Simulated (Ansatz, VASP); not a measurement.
**Mo in VASP and in Ansatz**

The input INCAR:

```
SYSTEM = Mo
PREC = Accurate
ENCUT = 520
EDIFF = 1E-7
ISMEAR = 0
SIGMA = 0.15
LREAL = .FALSE.
LASPH = .TRUE.
NELM = 100
ALGO = Fast
ISIF = 2
LWAVE = .FALSE.
LCHARG = .FALSE.
GGA = PE
NBANDS = 13
```

The input KPOINTS:

```
regular mesh
0
G
  22 22 22
  0 0 0
```

File POSCAR:

```
Mo
1.0
   -1.7894709608      1.5869955208      1.5869955208
    1.5869955208     -1.7894709608      1.5869955208
    1.5869955208      1.5869955208     -1.7894709608
Mo
1
Direct
    0.0000000000      0.0000000000      0.0000000000
```

Input for Ansatz:

```yaml
crystal:
  lattice:
    - [-1.7894709608, 1.5869955208, 1.5869955208]
    - [1.5869955208, -1.7894709608, 1.5869955208]
    - [1.5869955208, 1.5869955208, -1.7894709608]
  atoms:
    - { symbol: Mo, position: [0.0, 0.0, 0.0] }
basis:
  ecutwfc: 420
kpoints:
  mp_grid: { grid: [22, 22, 22] }
hamiltonian:
  xc: pbe
  pseudopotentials: { kind: paw, azcp: { folder: soft_1 } }
scf:
  occupations: { method: gaussian, width: 0.15 }
output:
  forces: true
  stress: true
  eigenvalues: true
```

Alike in both runs: task single point; functional PBE; k mesh 22 × 22 × 22; occupations gaussian, width 0.15 eV; no spin polarisation.

```csv
,VASP,Ansatz
version,VASP 6.6.1,Ansatz 0.2.0
potentials or method,"VASP PAW PBE potentials, release 64 (Mo_sv)","scalar-relativistic, plane waves, PAW"
plane-wave cutoff (eV),520,420
valence electrons in the cell,14,14
```

```csv
,VASP,Ansatz,Ansatz less VASP
gap on the k mesh at the Fermi level (eV),none,none,-
pressure (GPa),9.2,8.5,-0.72
largest component of the traceless stress (GPa),20.16,19.86,-0.304
```

A gap of «none» marks a metal or a gap that the smearing closes. With one functional, cell and mesh, what is left measures potentials, basis and numerics.
